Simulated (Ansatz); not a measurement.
# RbBr (zincblende type): how the settings move a single-point run

Aim: see which settings change the result for RbBr (zincblende type), by how much, and at what cost.

Program: Ansatz 0.2.0. Level of theory: reference: DFT, LDA, PAW with Ansatz's default frozen-core files, scalar-relativistic. These are calculated values, not measurements.

### Step 1. The structure to begin with

The structure is cubic, space group F-43m (No. 216). Conventional cell: a = 5.712 Å, b = 5.712 Å, c = 5.712 Å, α = 90.00°, β = 90.00°, γ = 90.00°. Rb (site symmetry -43m) has 4 Br at 2.47 Å in its first shell of neighbours. Br (site symmetry -43m) is surrounded by 4 Rb at 2.47 Å.

Structure file:

```cif
data_structure
_symmetry_space_group_name_H-M 'F-43m'
_symmetry_Int_Tables_number 216
_cell_length_a 5.7123
_cell_length_b 5.7123
_cell_length_c 5.7123
_cell_angle_alpha 90.000
_cell_angle_beta 90.000
_cell_angle_gamma 90.000
_cell_volume 186.39
loop_
_atom_site_label
_atom_site_type_symbol
_atom_site_symmetry_multiplicity
_atom_site_Wyckoff_symbol
_atom_site_fract_x
_atom_site_fract_y
_atom_site_fract_z
_atom_site_occupancy
Rb1 Rb 4 a 0.00000 0.00000 0.00000 1
Br1 Br 4 d 0.25000 0.25000 0.75000 1
```

### Step 2. Baseline

input.yaml reads:

```yaml
crystal:
  lattice:
    - [0.0, 2.8561509026, 2.8561509026]
    - [2.8561509026, 0.0, 2.8561509026]
    - [2.8561509026, 2.8561509026, 0.0]
  atoms:
    - { symbol: Rb, position: [0.0, 0.0, 0.0] }
    - { symbol: Br, position: [0.25, 0.25, 0.25] }
kpoints:
  mp_grid: { grid: [12, 12, 12] }
  band_path:
    path:
      - [0.0, 0.0, 0.0]
      - [-0.5, -0.5, 0.0]
      - [-0.375, -0.375, 0.25]
      - [-0.375, 0.0, 0.375]
      - [0.0, 0.0, 0.0]
      - [0.0, 0.0, 0.5]
      - [-0.5, -0.25, 0.25]
      - [-0.5, -0.5, 0.0]
    npoints: 8
scf:
  occupations: { method: fermi_dirac, width: 0.08 }
hamiltonian:
  xc: lda
  pseudopotentials: { kind: paw }
output:
  forces: true
  stress: true
  eigenvalues: true
  populations: true
  dos: { projected: true, de: 0.2, e_range: [-14, 8] }
  write_density: true
  write_potential: true
  elf: true
  volumetric_format: npy
```

Launch:

```
> ansatz run input.yaml --threads 1 --pin off --max-ram 2048MiB --backend cpu --events-out ev --progress --plain --runs-dir out
```

### Step 3. Changing settings: occupations.method gaussian, occupations.width 0.3, xc revpbe

input.yaml, as its differences from that of step 2:

```diff
@@ -22,5 +22,5 @@
 scf:
-  occupations: { method: fermi_dirac, width: 0.08 }
+  occupations: { method: gaussian, width: 0.3 }
 hamiltonian:
-  xc: lda
+  xc: revpbe
   pseudopotentials: { kind: paw }
@@ -31,6 +31 @@
   populations: true
-  dos: { projected: true, de: 0.2, e_range: [-14, 8] }
-  write_density: true
-  write_potential: true
-  elf: true
-  volumetric_format: npy
```

Q: Predict the outcome of this session. Wanted: for each run, ending; energy change; pressure; gap; force.

**Answer**, as computed:

```
                                                             run     ending   energy change  pressure (GPa)  gap (eV)  force (eV/Å)  cycles   time
                                                       reference  converged               -            54.6      3.75          0.00       6  8.4 s
1: occupations.method gaussian, occupations.width 0.3, xc revpbe  converged  not comparable            63.3      4.50          0.00       6  8.2 s
```

Times don't compare one to one where runs were asked for different outputs or read a saved state (see the inputs); cycles may leave out searches for a lower state.

Residual by cycle in the longest SCF loop of each run; runs are numbered as in the table. The quantity is the density residual dr2, in eV.

```
cycle  reference    run 1
    1     0.0171  0.00495
    2    0.00178   3.7e-4
    3     1.7e-4   4.0e-5
    4     8.4e-7   6.7e-7
    5     3.9e-8   2.8e-8
    6    3.1e-10  6.3e-10
```

What this shows: A change of functional puts the total energy on another scale; the pressure goes from 54.6 to 63.3 GPa and the gap on the mesh goes from 3.75 to 4.50 eV. The smearing changed too. The structure is not at rest: the sound run finds 55 GPa, so these are no properties of the relaxed crystal. 

The gaps are Kohn-Sham values of a semilocal functional, not quasiparticle or optical gaps. Such gaps usually fall short of the measured ones.
